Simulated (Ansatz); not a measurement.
Crystal: I.

```
I
1.0
     0.00000    2.36560    3.90984
     2.19225    0.00000    3.90984
     2.19225    2.36560    0.00000
I
1
Direct
  0.00000 0.00000 0.00000
```

Base run:

- Program: Ansatz 0.2.0
- Functional: BLYP
- Potentials or basis: all-electron LAPW, scalar-relativistic
- Cutoff: 161 eV
- Density cutoff: 644 eV
- Basis error allowed: 0.001 eV/atom
- k mesh: 9 × 9 × 9
- Occupations: fermi-dirac, width 0.05 eV
- Spin: no spin polarisation

Its results: pressure 3.1 GPa.

Question: The run is repeated on the same cell with these changes: functional from BLYP to PBEsol. What comes out?

Answer: Pressure -1.4 GPa.

PBEsol binds more tightly than BLYP, so the same cell stands under less pressure.

Caveats: an odd number of electrons without spin polarisation forces a metal; a magnetic or distorted state may lie lower.

Not every run made on this cell is shown here.
